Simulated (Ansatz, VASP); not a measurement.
## KMgF3: VASP beside Ansatz

```
CELL_PARAMETERS angstrom
4.10548 0.00000 0.00000
0.00000 4.10548 0.00000
0.00000 0.00000 3.98590
ATOMIC_POSITIONS crystal
K 0.50000 0.50000 0.50000
Mg 0.00000 0.00000 0.00000
F 0.50000 0.00000 0.00000
F 0.00000 0.50000 0.00000
F 0.00000 0.00000 0.50000
```

Change from the starting cell: strain +0.030 along x and y, +0.000 along z, atoms carried along.

Alike in both runs: task single point; functional PBE; k mesh 6 × 6 × 6; occupations gaussian, width 0.05 eV; no spin polarisation.

```csv
,VASP,Ansatz
version,VASP 6.6.1,Ansatz 0.2.0
potentials or method,"VASP PAW PBE potentials, release 64 (K_sv, Mg, F)","scalar-relativistic, plane waves, PAW"
plane-wave cutoff (eV),520,420
valence electrons in the cell,32,40
```

VASP gave:

```
gap on the k mesh at the Fermi level (eV)       : 6.86
least direct gap on the mesh (eV)               : 7.19
pressure (GPa)                                  : -0.9
largest component of the traceless stress (GPa) : 1.64
```

**Question.** Estimate Ansatz's values.

**Answer.** gap on the k mesh at the Fermi level (eV): 6.90; least direct gap on the mesh (eV): 7.22; pressure (GPa): -0.4; largest component of the traceless stress (GPa): 1.64.

The two sets of potentials don't hold the same shells in valence.

A k mesh can miss the band edges.
